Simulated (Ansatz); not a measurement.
# fcc against bcc along the alkaline-earth metals

All numbers below come from Ansatz 0.2.0, DFT, revPBE, plane waves (420 eV) with PAW, scalar-relativistic. (PAW data from PBE, frozen cores regenerated.)

Each structure is relaxed within its symmetry, in the lowest magnetic state of the tried starts. Differences under about 8 meV lie within the error of the k-point mesh.

| element | E(fcc) − E(bcc) (meV/atom) | V(fcc) (Å³/atom) | V(bcc) (Å³/atom) | state of fcc | state of bcc |
| --- | --- | --- | --- | --- | --- |
| Be | -20 | 8.06 | 8.00 | spin not included | spin not included |
| Mg | -15 | 23.75 | 23.55 | spin not included | spin not included |
| Ca | -16 | 43.93 | 43.96 | spin not included | spin not included |
| Sr | -11 | 57.64 | 57.07 | spin not included | spin not included |
| Ba | 16 | 68.01 | 67.11 | spin not included | spin not included |
